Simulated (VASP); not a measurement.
# NaI: convergence, energy along a vibration (SMASS = -2)

NaI, Fm-3m (no. 225), atoms displaced along the mode, 2 atoms in the cell. PBEsol, energy along a line of displacements; PAW potentials I, Na_pv (PBE set). VASP 6.6.1.

Wanted: harmonic frequency within 1 %.

Space group without the displacement: Fm-3m (no. 225); Mode: optical mode at Gamma along [111].

POSCAR of the starting run:
```
NaI
1.0
    0.0000000000      3.2364000000      3.2364000000
    3.2364000000      0.0000000000      3.2364000000
    3.2364000000      3.2364000000      0.0000000000
I Na
1 1
Direct
    0.4989055729      0.4989055729      0.4989055729
    0.0060412826      0.0060412826      0.0060412826

    0.0017710019   0.0017710019   0.0017710019
   -0.0097760034  -0.0097760034  -0.0097760034
```

The series start from k mesh: 4 × 4 × 4; Cutoff (eV): 340; Step along the mode (Å): 0.02; Extrapolation between steps (IWAVPR): 11. Each series keeps the choices made before it, and each single choice may use up half of a tolerance.

## k mesh

| k mesh | Harmonic frequency (THz) | Time (s) |
|---|---|---|
| 2 × 2 × 2 | 2.951 | 42 |
| 3 × 3 × 3 | 3.18 | 56 |
| 4 × 4 × 4 | 3.215 | 118 |
| 5 × 5 × 5 | 3.221 | 149 |
| 7 × 7 × 7 (reference) | 3.222 | 390 |

Chosen: 4 × 4 × 4, the loosest value from which every tighter one stays within half of the tolerance.

## Cutoff (eV)

| Cutoff (eV) | Harmonic frequency (THz) | Time (s) |
|---|---|---|
| 190 | 3.138 | 80 |
| 230 | 3.084 | 76 |
| 260 | 3.083 | 61 |
| 300 | 3.217 | 99 |
| 340 | 3.215 | 118 |
| 390 (reference) | 3.256 | 131 |

Chosen: 390; the next looser run is off by more than half of the tolerance, so convergence isn't shown beyond this value.

## Extrapolation between steps (IWAVPR)

| Extrapolation between steps (IWAVPR) | Harmonic frequency (THz) | Time (s) |
|---|---|---|
| 11 | 3.266 | 137 |
| 12 | 3.266 | 78 |
| 0 | 3.266 | 139 |

Chosen: 12, the fastest of those that stay within half of the tolerance.

Also changed on the way, by series that aren't shown: Step along the mode (Å): 0.08.

## All choices together

| Input | Harmonic frequency (THz) | Time (s) |
|---|---|---|
| defaults on a coarse mesh (naive) | 3.188 | 13 |
| chosen settings | 3.266 | 78 |
| reference settings throughout | 3.266 | 230 |

The chosen settings stay within the tolerance of the reference run, but the reference itself isn't shown to be converged in: Cutoff (eV).

## The input

INCAR:
```
GGA = PS
PREC = Accurate
ENCUT = 390
EDIFF = 1E-7
ALGO = Normal
LREAL = F
LASPH = T
ISMEAR = 0
SIGMA = 0.03
ISYM = 0
LWAVE = F
LCHARG = F
IBRION = 0
SMASS = -2
POTIM = 1
NSW = 9
NELMIN = 4
IWAVPR = 12
KPAR = 2
```

KPOINTS:
```
Automatic mesh
0
Gamma
  4 4 4
  0 0 0
```

POSCAR:
```
NaI
1.0
    0.0000000000      3.2364000000      3.2364000000
    3.2364000000      0.0000000000      3.2364000000
    3.2364000000      3.2364000000      0.0000000000
I Na
1 1
Direct
    0.4956222916      0.4956222916      0.4956222916
    0.0241651302      0.0241651302      0.0241651302

    0.0070840078   0.0070840078   0.0070840078
   -0.0391040137  -0.0391040137  -0.0391040137
```

Commands:
```
cat potpaw_PBE.64/I/POTCAR potpaw_PBE.64/Na_pv/POTCAR > POTCAR
mpirun -np 2 vasp_std > vasp.out
```

The chosen input took VASP 6.6.1 78 s on 2 cores (AMD EPYC 7R43 (Zen 3)), a shared host.

## An input that fails: POTIM multiplies the typed steps tenfold

It runs to its end, but against the unchanged starting input it is off by 784 % in the harmonic frequency.

Changes against the starting input:
```
- POTIM = 1
+ POTIM = 10
```
